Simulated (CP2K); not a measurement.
The system is KCl (Sylvite).

```xyz
2
Lattice="4.4498 0.0000 0.0000 2.2249 3.8536 0.0000 2.2249 1.2845 3.6332" Properties=species:S:1:pos:R:3 pbc="T T T"
K     0.0000    0.0000    0.0000
Cl    4.4498    2.5691    1.8166
```

Program: CP2K 2026.2. Alike in all runs: no spin polarisation; cell as given; k mesh 7 × 7 × 7.

Q: Order these runs on this cell by their pressure, lowest first.
A. level LDA; potentials or basis GTH_POTENTIALS K GTH-PADE-q9, Cl GTH-PADE-q7; TZVP-MOLOPT-PBE-GTH basis; smearing fermi-dirac 0.01 eV; EPS_DEFAULT 1.0E-10; NGRIDS 5; points a segment of the path (NPOINTS) 6; bands added on the path 4; CUTOFF of the grids 450 Ry
B. level RPBE; potentials or basis POTENTIAL_UZH K GTH-PBE-q9, Cl GTH-PBE-q7; TZVP-MOLOPT-PBE-GTH basis; smearing gaussian 0.1 eV; EPS_DEFAULT 1.0E-10; NGRIDS 4; CUTOFF of the grids 450 Ry
C. level r2SCAN; potentials or basis POTENTIAL_UZH K GTH-SCAN-q9, Cl GTH-SCAN-q7; TZVP-MOLOPT-SCAN-GTH basis; smearing fermi-dirac 0.05 eV; EPS_DEFAULT 1.0E-9; NGRIDS 4; points a segment of the path (NPOINTS) 8; bands added on the path 4; CUTOFF of the grids 675 Ry

A: A (-2.0 GPa), C (0.0 GPa), B (2.3 GPa).

Caveats: the basis of atomic orbitals isn't converged, which shifts pressures, moduli and gaps; the potentials were made for another functional, which shifts forces and pressure (some runs).

Not every run made on this cell is shown here.
